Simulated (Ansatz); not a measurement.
RuO2:
```
RuO2
1.0
    4.52244     0.00000     0.00000
    0.00000     4.52244     0.00000
    0.00000     0.00000     3.11972
Ru O
2 4
Direct
  0.00000   0.00000   0.00000
  0.50000   0.50000   0.50000
  0.30568   0.30568   0.00000
  0.19432   0.80568   0.50000
  0.69432   0.69432   0.00000
  0.80568   0.19432   0.50000
```

Relaxed with PBE.

### Question
Decompose the optical modes at the zone centre into irreducible representations, and say which are infrared and Raman allowed.

### Answer
Point group 4/mmm: Γ_opt = A1g + A2g + A2u + B1g + 2B1u + B2g + Eg + 3Eu. Infrared: A2u, Eu. Raman: A1g, B1g, B2g, Eg.

### Question
Assign frequencies (DFPT, PBE (plane waves, PAW; program Ansatz)).

### Answer
B1g 183, B1u 185, Eu 276, A2g 412, Eu 414, Eg 481, A2u 520, B1u 561, A1g 585, Eu 608, B2g 673 cm⁻¹.

Subscripts of B labels follow the axes of the standard setting.

Space group P4_2/mnm (rutile). Symmetry was held in the PBE relaxation; of distortions, only those at the zone centre were tested. The run is not spin-polarised. As this level gives no gap, phonon frequencies hold no LO–TO term and depend on the k-mesh and smearing (Fermi–Dirac, 0.1 eV here).

Potentials: the later of the program's two PAW sets.
